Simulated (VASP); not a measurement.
# MgSe (Fm-3m) in VASP: notebook

One crystal, MgSe, is run at these levels: PBE; tasks: single point, relaxation of cell and atoms.

Program: VASP 6.6.1. These are calculated values, not measurements. Logs are shortened: lines on timing, memory, paths and dates and some standing lists are left out, and cuts for length are marked.

## (1) The crystal as given

It takes space group Fm-3m (No. 225, cubic). Conventional cell: a = 5.509 Å, b = 5.509 Å, c = 5.509 Å, α = 90.00°, β = 90.00°, γ = 90.00°. Mg (site symmetry m-3m) has 6 Se at 2.75 Å as nearest neighbours. Around Se (site symmetry m-3m) lie 6 Mg at 2.75 Å.

## (2) Single point, PBE

INCAR

```
SYSTEM = MgSe
PREC = Accurate ; ENCUT = 520
EDIFF = 1E-7 ; ISMEAR = 0
SIGMA = 0.01 ; LREAL = .FALSE.
LASPH = .TRUE. ; NELM = 100
ALGO = Normal ; ISIF = 2
LWAVE = .FALSE. ; LCHARG = .FALSE.
GGA = PE ; NBANDS = 11
```

KPOINTS

```
Automatic mesh
0
G
  7 7 7
  0 0 0
```

POSCAR

```
MgSe
1.0
    0.0000000000      2.7545133185      2.7545133185
    2.7545133185      0.0000000000      2.7545133185
    2.7545133185      2.7545133185      0.0000000000
Mg Se
1 1
Direct
    0.0000000000      0.0000000000      0.0000000000
    0.5000000000      0.5000000000      0.5000000000
```

Potentials or basis: VASP PAW PBE potentials, release 64 (Mg, Se).

Launch:

```console
> cat potpaw_PBE.64/Mg/POTCAR potpaw_PBE.64/Se/POTCAR > POTCAR
> mpirun -np 1 vasp_std > vasp.out
```

OUTCAR:

```text
SYSTEM = MgSe
   PREC = Accurate
   ENCUT = 520
   EDIFF = 1E-7
   ISMEAR = 0
   LREAL = .FALSE.
   LASPH = .TRUE.
   NELM = 100
   ISIF = 2
   GGA = PE

 ion  position               nearest neighbor table
   1  0.000  0.000  0.000-   2 2.75   2 2.75   2 2.75   2 2.75   2 2.75   2 2.75
   2  0.500  0.500  0.500-   1 2.75   1 2.75   1 2.75   1 2.75   1 2.75   1 2.75

  LATTYP: Found a face centered cubic cell.
 ALAT       =     5.5090266370

  Lattice vectors:

 A1 = (   0.0000000000,   2.7545133185,   2.7545133185)
 A2 = (   2.7545133185,   0.0000000000,   2.7545133185)
 A3 = (   2.7545133185,   2.7545133185,   0.0000000000)

Analysis of symmetry for initial positions (statically):
=====================================================================
 Subroutine PRICEL returns:
 Original cell was already a primitive cell.

 Routine SETGRP: Setting up the symmetry group for a
 face centered cubic supercell.

 Subroutine GETGRP returns: Found 48 space group operations
 (whereof 48 operations were pure point group operations)
 out of a pool of 48 trial point group operations.

The static configuration has the point symmetry O_h .

Analysis of symmetry for dynamics (positions and initial velocities):
=====================================================================
 Subroutine PRICEL returns:
 Original cell was already a primitive cell.

 Routine SETGRP: Setting up the symmetry group for a
 face centered cubic supercell.

 Subroutine GETGRP returns: Found 48 space group operations
 (whereof 48 operations were pure point group operations)
 out of a pool of 48 trial point group operations.

The dynamic configuration has the point symmetry O_h .

 Subroutine INISYM returns: Found 48 space group operations
 (whereof 48 operations are pure point group operations),
 and found     1 'primitive' translations

----------------------------------------------------------------------------------------

                                     Primitive cell

  volume of cell :      41.7989

  direct lattice vectors                    reciprocal lattice vectors
     0.000000000  2.754513318  2.754513318    -0.181520270  0.181520270  0.181520270
     2.754513318  0.000000000  2.754513318     0.181520270 -0.181520270  0.181520270
     2.754513318  2.754513318  0.000000000     0.181520270  0.181520270 -0.181520270

  length of vectors
     3.895470093  3.895470093  3.895470093     0.314402329  0.314402329  0.314402329

  position of ions in fractional coordinates (direct lattice)
     0.000000000  0.000000000  0.000000000
     0.500000000  0.500000000  0.500000000

  ion indices of the primitive-cell ions
   primitive index   ion index
                 1           1
                 2           2

----------------------------------------------------------------------------------------

 KPOINTS: Automatic mesh

Automatic generation of k-mesh.
 Grid dimensions read from file:
 generate k-points for:    7    7    7

 Generating k-lattice:

  Cartesian coordinates                     Fractional coordinates (reciprocal lattice)
    -0.025931467  0.025931467  0.025931467     0.142857143  0.000000000  0.000000000
     0.025931467 -0.025931467  0.025931467     0.000000000  0.142857143  0.000000000
     0.025931467  0.025931467 -0.025931467     0.000000000  0.000000000  0.142857143

  Length of vectors
     0.044914618  0.044914618  0.044914618

  Shift w.r.t. Gamma in fractional coordinates (k-lattice)
     0.000000000  0.000000000  0.000000000

 Subroutine IBZKPT returns following result:
 ===========================================

 Found     20 irreducible k-points:

 Following reciprocal coordinates:
            Coordinates               Weight
  0.000000  0.000000  0.000000      1.000000
  0.142857  0.000000  0.000000      8.000000
  0.285714  0.000000  0.000000      8.000000
  0.428571  0.000000  0.000000      8.000000
  0.142857  0.142857  0.000000      6.000000
  0.285714  0.142857  0.000000     24.000000
[... 12 lines left out ...]
 -0.428571  0.428571  0.142857     24.000000
 -0.285714  0.428571  0.142857     24.000000
   k-points           NKPTS =     20   k-points in BZ     NKDIM =     20   number of bands    NBANDS=     11
   number of dos      NEDOS =    301   number of ions     NIONS =      2
   total plane-waves  NPLWV =  27000
   dimension x,y,z NGX =    30 NGY =   30 NGZ =   30
   dimension x,y,z NGXF=    60 NGYF=   60 NGZF=   60
   ions per type =               1   1
   NGX,Y,Z   is equivalent  to a cutoff of  12.80, 12.80, 12.80 a.u.
   NGXF,Y,Z  is equivalent  to a cutoff of  25.61, 25.61, 25.61 a.u.
 SYSTEM =  MgSe
   PREC   = accura    normal or accurate (medium, high low for compatibility)
   ISTART =      0    job   : 0-new  1-cont  2-samecut
   ICHARG =      2    charge: 1-file 2-atom 10-const
   ISPIN  =      1    spin polarized calculation?
   LNONCOLLINEAR =      F non collinear calculations
   LSORBIT =      F    spin-orbit coupling
   LASPH  =      T    aspherical Exc in radial PAW
   ENCUT  =  520.0 eV  38.22 Ry    6.18 a.u.   7.24  7.24  7.24*2*pi/ulx,y,z
   NELM   =    100;   NELMIN=  2; NELMDL= -5     # of ELM steps
   EDIFF  = 0.1E-06   stopping-criterion for ELM
   LREAL  =      F    real-space projection
   EDIFFG = 0.1E-05   stopping-criterion for IOM
   NSW    =      0    number of steps for IOM
   IBRION =     -1    ionic relax: 0-MD 1-quasi-New 2-CG
   NFREE  =      0    steps in history (QN), initial steepest desc. (CG)
   ISIF   =      2    stress and relaxation
   ISYM   =      2    0-nonsym 1-usesym 2-fastsym
   POTIM  = 0.5000    time-step for ionic-motion
   TEBEG  =    0.0;   TEEND  =   0.0 temperature during run
   PSTRESS=    0.0 pullay stress
   NELECT =       8.0000    total number of electrons
   NUPDOWN=      -1.0000    fix difference up-down
   EMIN   =  10.00;   EMAX   =-10.00  energy-range for DOS
   EFERMI =   0.00;   METHOD = LEGACY
   ISMEAR =     0;   SIGMA  =   0.01  broadening in eV -4-tet -1-fermi 0-gaus
   EFERMI_NEDOS =   21; number of points for ismear=-14 and -15
   IALGO  =     38    algorithm
   IMIX   =      4    mixing-type and parameters
     AMIX     =   0.40;   BMIX     =  1.00
     AMIX_MAG =   1.60;   BMIX_MAG =  1.00
  volume/ion in A,a.u.               =      20.90       141.04
  Fermi-wavevector in a.u.,A,eV,Ry     =   0.943445  1.782853 12.110391  0.890089
  Thomas-Fermi vector in A             =   2.071153
   LORBIT       =      0    0 simple, 1 ext, 2 COOP (PROOUT), +10 PAW based schemes
   GGA     = PE    functional components
   LHFCALC =     F    Hartree Fock is set to
   AEXX    =    0.0000 exact exchange contribution
   IVDW    =     0    specifies the selected vdW correction
   LEPSILON=     F    determine dielectric tensor
   LRPA    =     F    only Hartree local field effects (RPA)
 non-spin polarized calculation
 Gauss-broadening in eV      SIGMA  =   0.01
  energy-cutoff  :      520.00
  volume of cell :       41.80
 maximum number of plane-waves:      1139
 NGX is ok and might be reduce to    30
   NGX = 15   NGY = 15   NGZ = 15

 number of electron       7.9999999 magnetization

 Free energy of the ion-electron system (eV)
  ---------------------------------------------------
  ext. energy  EPLUGINS =         0.00000000
  ---------------------------------------------------
  free energy    TOTEN  =        -7.48930042 eV

  energy without entropy =       -7.48930042  energy(sigma->0) =       -7.48930042

 E-fermi :   3.0108     XC(G=0):  -9.3614

 val. band max:        2.9649555890   @ k =   0.0000   0.0000   0.0000
 cond. band min:       4.9211913356   @ k =   0.4286   0.4286   0.0000
 fundamental gap:      1.9562357466
 Fermi energy:         3.0108274324

 k-point     1 :       0.0000    0.0000    0.0000
  band No.  band energies     occupation
      1      -9.8066      2.00000
      2       2.9650      2.00000
      3       2.9650      2.00000
      4       2.9650      2.00000
      5       5.3522      0.00000
      6      10.3861      0.00000
      7      10.3861      0.00000
      8      10.3861      0.00000
      9      12.8764      0.00000
     10      12.8764      0.00000
     11      13.9038      0.00000

 k-point     2 :       0.1429    0.0000    0.0000
  band No.  band energies     occupation
      1      -9.6440      2.00000
      2       1.5143      2.00000
      3       2.8449      2.00000
      4       2.8449      2.00000
      5       6.4941      0.00000
      6      10.0318      0.00000
      7      10.5888      0.00000
      8      10.5888      0.00000
      9      11.7880      0.00000
     10      11.7880      0.00000
     11      13.4422      0.00000

 k-point     3 :       0.2857    0.0000    0.0000
  band No.  band energies     occupation
      1      -9.2293      2.00000
      2      -0.4092      2.00000
      3       2.6070      2.00000
      4       2.6070      2.00000
      5       6.9721      0.00000
      6       9.7464      0.00000
      7       9.7464      0.00000
      8      10.9102      0.00000
      9      12.7098      0.00000
     10      12.9482      0.00000
     11      12.9482      0.00000

 k-point     4 :       0.4286    0.0000    0.0000
  band No.  band energies     occupation
      1      -8.8256      2.00000
      2      -1.6428      2.00000
      3       2.4407      2.00000
      4       2.4407      2.00000
      5       6.7869      0.00000
      6       9.1053      0.00000
      7       9.1053      0.00000
      8      11.3753      0.00000
      9      13.7515      0.00000
     10      15.3744      0.00000
     11      15.3744      0.00000
[... 183 lines left out ...]
 k-point    18 :      -0.4286    0.2857    0.1429
  band No.  band energies     occupation
      1      -8.6137      2.00000
      2      -1.0689      2.00000
      3       0.6340      2.00000
      4       1.6871      2.00000
      5       7.5068      0.00000
      6       8.6623      0.00000
      7      10.5120      0.00000
      8      11.5172      0.00000
      9      14.0884      0.00000
     10      14.9435      0.00000
     11      16.6669      0.00000

 k-point    19 :      -0.4286    0.4286    0.1429
  band No.  band energies     occupation
      1      -8.5050      2.00000
      2      -0.8277      2.00000
      3       0.6516      2.00000
      4       0.9618      2.00000
      5       6.2369      0.00000
      6       8.4435      0.00000
      7      11.0033      0.00000
      8      13.0126      0.00000
      9      14.7795      0.00000
     10      16.2350      0.00000
     11      17.7224      0.00000

 k-point    20 :      -0.2857    0.4286    0.1429
  band No.  band energies     occupation
      1      -8.4559      2.00000
      2      -0.3717      2.00000
      3      -0.3656      2.00000
      4       1.0598      2.00000
      5       7.0222      0.00000
      6       9.6113      0.00000
      7      10.6340      0.00000
      8      11.2906      0.00000
      9      14.4534      0.00000
     10      15.5936      0.00000
     11      18.5192      0.00000

------------------------ aborting loop because EDIFF is reached ----------------------------------------

  FORCE on cell =-STRESS in cart. coord.  units (eV):
  Direction    XX          YY          ZZ          XY          YZ          ZX
  --------------------------------------------------------------------------------------
  -------------------------------------------------------------------------------------
  Total       -0.0368660     -0.0368660     -0.0368660      0.0000000      0.0000000     -0.0000000
  in kB       -1.4130988     -1.4130988     -1.4130988      0.0000000      0.0000000     -0.0000000
  external PRESSURE =      -1.4130988 kB  Pullay stress =       0.0000000 kB

 VOLUME and BASIS-vectors are now :
 -----------------------------------------------------------------------------
  energy-cutoff  :      520.00
  volume of cell :       41.80
      direct lattice vectors                 reciprocal lattice vectors
     0.000000000  2.754513318  2.754513318    -0.181520270  0.181520270  0.181520270
     2.754513318  0.000000000  2.754513318     0.181520270 -0.181520270  0.181520270
     2.754513318  2.754513318  0.000000000     0.181520270  0.181520270 -0.181520270

 POSITION                                       TOTAL-FORCE (eV/Angst)
 -----------------------------------------------------------------------------------
      0.00000      0.00000      0.00000        -0.000000     -0.000000      0.000000
      2.75451      2.75451      2.75451         0.000000      0.000000     -0.000000
 -----------------------------------------------------------------------------------
    total drift:                               -0.000000     -0.000000      0.000000

  FREE ENERGIE OF THE ION-ELECTRON SYSTEM (eV)
  ---------------------------------------------------
  free  energy   TOTEN  =        -7.4893004164 eV

  energy  without entropy=       -7.4893004164  energy(sigma->0) =       -7.48930042
```

Run time: 10 s. Hardware: 1 thread of Intel Xeon Platinum 8488C (Sapphire Rapids), shared host; peak memory 0.16 GiB.

What came out:

| Property | Result |
| --- | --- |
| Free energy | -7.4893 eV |
| Pressure | -0.1 GPa |
| Band gap on the k mesh | 1.96 eV, indirect (least direct gap 2.39 eV) |

Levels at points of the mesh, in eV from the valence-band top:
| k point | band 1 | band 2 | band 3 | band 4 | band 5 | band 6 | band 7 | band 8 |
| --- | --- | --- | --- | --- | --- | --- | --- | --- |
| (0.00, 0.00, 0.00) | -12.77 | 0.00 | 0.00 | 0.00 | 2.39 | 7.42 | 7.42 | 7.42 |

Caveat: an odd mesh through Γ misses points on the zone boundary, where band edges often lie.

## (3) Relaxation of cell and atoms, PBE

This run uses another cell than the first one, of 20.25 Å³/atom, 0.969 times its volume.

INCAR

```
SYSTEM = MgSe
PREC = Accurate ; ENCUT = 600
EDIFF = 1E-6 ; ISMEAR = 0
SIGMA = 0.01 ; LREAL = .FALSE.
LASPH = .TRUE. ; NELM = 100
ALGO = Normal ; ISIF = 3
LWAVE = .FALSE. ; LCHARG = .FALSE.
GGA = PE ; IBRION = 2
NSW = 80 ; EDIFFG = -0.01
```

KPOINTS

```
regular mesh
0
G
  7 7 7
  0 0 0
```

POSCAR

```
MgSe
1.0
    0.0000000000      2.7255000000      2.7255000000
    2.7255000000      0.0000000000      2.7255000000
    2.7255000000      2.7255000000      0.0000000000
Mg Se
1 1
Direct
    0.0000000000      0.0000000000      0.0000000000
    0.5000000000      0.5000000000      0.5000000000
```

Potentials or basis: VASP PAW PBE potentials, release 64 (Mg, Se).

Launch:

```console
> cat potpaw_PBE.64/Mg/POTCAR potpaw_PBE.64/Se/POTCAR > POTCAR
> mpirun -np 1 vasp_std > vasp.out
```

Wall time 15 s (1 thread of Intel Xeon Platinum 8488C (Sapphire Rapids), shared host); peak memory 0.18 GiB.

Results (log left out):

```
Free energy                            : -7.4894 eV
Relaxed volume                         : 20.85 Å³/atom
Relaxed cell                           : a = 3.892 Å, b = 3.892 Å, c = 3.892 Å, α = 60.00°, β = 60.00°, γ = 60.00°
Space group after relaxing (to 0.05 Å) : Fm-3m (No. 225)
Energy gained by relaxing              : 3.5 meV/atom
Ionic steps                            : 3
Pressure after relaxing                : 0.0 GPa
Band gap on the k mesh                 : 1.96 eV, indirect (least direct gap 2.40 eV)
```

Step by step:
```tsv
step	energy change (eV)	largest force (eV/Å)	pressure (GPa)	volume (Å³)
1	0.0000	0.0000	1.92	40.49
2	-0.0068	0.0000	-0.34	41.93
3	-0.0070	0.0000	-0.01	41.69
```

Final structure:
```
Mg Se
1.0
     0.00000    2.75217    2.75217
     2.75217    0.00000    2.75217
     2.75217    2.75217    0.00000
Mg Se
1 1
Cartesian
  0.0000 0.0000 0.0000
  2.7522 2.7522 2.7522
```

Levels at points of the mesh, in eV from the valence-band top:
```csv
k point,band 1,band 2,band 3,band 4,band 5,band 6,band 7,band 8
"(0.00, 0.00, 0.00)",-12.78,0.00,0.00,0.00,2.40,7.42,7.42,7.42
```

Caveat: an odd mesh through Γ misses points on the zone boundary, where band edges often lie.
